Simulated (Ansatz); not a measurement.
Ansatz input

```yaml
crystal:
  lattice:
    - [2.4788196634, 0.0, 0.0]
    - [-1.2394098317, 2.1467207999, 0.0]
    - [0.0, 0.0, 3.9158082099]
  atoms:
    - { symbol: Fe, position: [0.3333333333, 0.6666666667, 0.25], spin: 2.5 }
    - { symbol: Fe, position: [0.6666666667, 0.3333333333, 0.75], spin: -2.5 }
hamiltonian:
  xc: rpbe
  pseudopotentials:
    kind: paw
    azcp:
      Fe: "pseudopotentials/Fe.paw.azcp"
basis:
  ecutwfc: 420
  fft_grid_basis: typed
kpoints:
  mp_grid: { grid: [24, 24, 13], shift: [0, 0, 0] }
magnetization:
  spin_polarized: true
scf:
  occupations: { method: fermi_dirac, width: 0.05 }
```

Output

```
Engine: ansatz 0.2.0, aarch64-unknown-linux-gnu
Pseudopotentials: kind: paw
Pseudopotential: Fe, paw, valence charge 16, recommended cutoff 420 eV (normal) 
Functional definition: RPBE
  parameter kappa = 0.804
  parameter beta = 0.06672455060314922
  exchange = rpbe_x(kappa = kappa, mu = beta*pi^2/3)
  correlation = pbe_c(beta = beta)
Crystal: 2 atoms, lattice volume = 20.837 Å³
Basis set: ecut = 420 eV, 391 PW (Γ)
Bands: 23, of which v1, the nominal top of the filled ones, is band 16 counted from 1 (15 counted from 0)
Symmetry: 12 space group operations
Space group: P-6m2 (ITA 187), of the structure as read, at distance tolerance 2.8e-5 Å
Magnetic group: BNS 194.267 (UNI 1497), of the structure as read, at distance tolerance 2.8e-5 Å
k-points: 427 of 7488 (time reversal used)
Non-local potential: Fe, projectors of the file, l = 0: 3, l = 1: 2, l = 2: 3, l = 3: 1
PAW form: soft (Blöchl's): semilocal exchange-correlation on the pseudo side does not see the compensation charge
PAW frozen core: Fe, regenerated for the run's functional, and the local potential with it (the file was generated under x = pbe(κ = 0.804, μ = 0.2195149727645171), c = pbe(β = 0.06672455060314922))
PAW one-centre angular grid: Fe, 590 points (default); XC on 64 Gauss nodes
Initial density: superposition of atomic densities (chi_scale 0.1, normalization cell)
Starting moments: Σ|m| = 5 μB on 2 of 2 sites
Starting magnetic order: antiferromagnet; an inversion exchanges its spin sublattices: spin-degenerate at every k-point
Initial wavefunctions: pseudopotential atomic-orbital guess
Functional: x = rpbe, c = pbe(β = 0.06672455060314922)
SCF iter   1: F=—  HF=-8971.600487 eV  |F-HF|=—  |Δ(HF+E_count)|=         —  Δρ=1.92e-1 (↑1.92e-1 ↓1.92e-1)  dr2=4.59e0  dr2_m=5.45e0  M=-0.000 μB ∫|m|=1.946 μB  β_m=0.30  ethr=3.10e-3  ⟨swp⟩=5.0  Hψ=75500  notcnv=0  defer=62
Mixer restart at iter 1: flushing history
SCF iter   2: F=—  HF=-8969.334882 eV  |F-HF|=—  |Δ(HF+E_count)|=    2.27e0  Δρ=9.45e-2 (↑9.45e-2 ↓9.45e-2)  dr2=5.49e-1  dr2_m=1.54e0  M=0.000 μB ∫|m|=2.358 μB  β_m=0.43  ethr=3.10e-3  ⟨swp⟩=3.5  Hψ=42722  notcnv=0  defer=454
SCF iter   3: F=—  HF=-8969.814254 eV  |F-HF|=—  |Δ(HF+E_count)|=   4.79e-1  Δρ=4.98e-2 (↑4.98e-2 ↓4.98e-2)  dr2=5.49e-2  dr2_m=4.58e-1  M=0.000 μB ∫|m|=2.181 μB  β_m=0.59  ethr=1.72e-3  ⟨swp⟩=2.0  Hψ=25266  notcnv=0  defer=454
SCF iter   4: F=—  HF=-8970.227596 eV  |F-HF|=—  |Δ(HF+E_count)|=   4.13e-1  Δρ=1.96e-2 (↑1.96e-2 ↓1.96e-2)  dr2=2.00e-3  dr2_m=7.24e-2  M=-0.000 μB ∫|m|=1.684 μB  β_m=0.76  ethr=1.72e-4  ⟨swp⟩=3.0  Hψ=46365  notcnv=0  defer=440
...
an SCF towards Hund's moment on open shells that bore less, with the run's symmetry operations kept, reached no lower state that the run goes on to. This is no proof of a minimum
WARN: the starting moments were not kept: the SCF closed with an absolute magnetisation of 2.5e-4 μB, where they sum to 5 μB in size (2 sites). That is at most 0.1 of that sum. Measured as dr2_m measures the in/out step, that magnetisation stands 5.4e-8 eV from none, at or under the dr2_threshold of 1.0e-7 eV: it is no larger than a step whose dr2_m would equal this threshold. The system may hold no moment; this SCF shows only that its start led to no more than that. To try another start: raise the starting moments (crystal.atoms[].spin, magnetization.per_species, magnetization.initial_magnetization, or on a non-collinear deck that types none of these the spinor_matrix: blocks that start its atoms; where the total moment is fixed, keep their sum and leave initial_magnetization as it is; typed ones take the place of any that the run laid by itself, positive ones on a crystal's lanthanoids without a Hubbard term where scf.initial_density.shell_occupations: [] is typed) or, if the notice of its spin-set hold's release reads "site moments contracting" or "site moments show no strong build", lengthen the hold (scf.mixing.spin_hold: { on: { confirm: 4 } }; for m-r²SCAN on two components see the key's manual first). Each may lead to a state that holds a moment. A second SCF, from the converged charge density, with the starting moments and any scf.initial_density.shell_occupations laid on it anew, would have followed, and was not run: the deck does not ask for one (magnetization.retry_lost_moments is false, the default). To let it run, set magnetization.retry_lost_moments: true and run the deck again, where that key's refused combinations let it; where memory then withholds it, that run's warning says so.
SCF converged after 17 iterations
Magnetization: -0.0000 μB (16.0000 up, 16.0000 down)
Absolute magnetization: 0.0003 μB (∫|ρ↑−ρ↓|, with the PAW one-centre terms)
Spin contamination: 0.0000 ħ² per cell (⟨S²⟩ above its minimum at these occupations)
Per-site moments (μB) at R_I (Å): [(0.00012184709051929386, 1.000392937843296), (-0.00012546535424046303, 1.000392937843296)]
Free energy (F): -8970.234499 eV
Harris-Foulkes:  -8970.234499 eV  (|F-HF|=6.32e-9)
Internal energy: -8970.212603 eV  (E = F + TS)
E sigma→0 (E₀):  -8970.223551 eV
Entropy (-TS):   -0.021896 eV (-10.948 meV/atom)
Fermi energy:    20.659752 eV
--- Per-component energies (eV) ---
  E_band       = -366.803025
  E_kinetic    = 708.470589
  E_local      = -3904.917377  (includes V_loc(G=0)·N_el)
  E_nonlocal   = 425.148762
  E_hartree    = 1650.236735
  E_xc         = -238.700643
  E_vxc        = -307.228889  (∫ρ·V_xc dr)
  E_paw        = -2736.502099  (= ΣΔE_a)
  E_vpaw       = -588.755518  (= ΣTr[D̂ρ^β])
  E_aug_tail   = 0.001938  (compensation charges beyond the density's cutoff)
  E_ewald      = -4873.854269
  E_core_change = -0.096238  (= ΣΔE_core)
  E_smearing   = -0.021896  (= −TS)
  E_closure    = -0.000000  (closes the sum)
  Σ components = -8970.234499   (vs F -8970.234499, Δ=0.00e0)
--- Band table (eV; the first three rows and the last of 854) ---
  k-point 0 ↑: bands = ["-66.7025", "-66.5796", "-32.9476", "-32.4421", "-32.4421", "-32.3508", "-32.3508", "-32.3384", "11.7360", "15.8037", "19.0522", "19.0522", "19.1857", "19.5076", "19.5076", "19.8368", "19.8368", "21.0830", "21.3612", "21.3612", "29.1874", "41.7580", "45.2581"]
  k-point 1 ↑: bands = ["-66.7007", "-66.5814", "-32.9390", "-32.4408", "-32.4408", "-32.3521", "-32.3521", "-32.3475", "11.8019", "15.7933", "19.0221", "19.0221", "19.1619", "19.4815", "19.4815", "19.8973", "19.8973", "20.8664", "21.3611", "21.3611", "29.5209", "41.7187", "45.1032"]
  k-point 2 ↑: bands = ["-66.6955", "-66.5867", "-32.9137", "-32.4369", "-32.4369", "-32.3743", "-32.3560", "-32.3560", "11.9976", "15.7502", "18.9579", "18.9579", "19.0931", "19.4091", "19.4091", "20.0508", "20.0508", "20.3281", "21.3557", "21.3557", "30.4195", "41.6042", "44.7006"]
  k-point 426 ↓: bands = ["-66.5711", "-66.5710", "-32.8085", "-32.8085", "-32.6758", "-32.6524", "-32.4400", "-32.4400", "17.3676", "17.3942", "17.3942", "17.4609", "18.4589", "18.4590", "19.9197", "20.0619", "21.3878", "21.3878", "27.4370", "27.4371", "28.8296", "29.5489", "31.8410"]
```
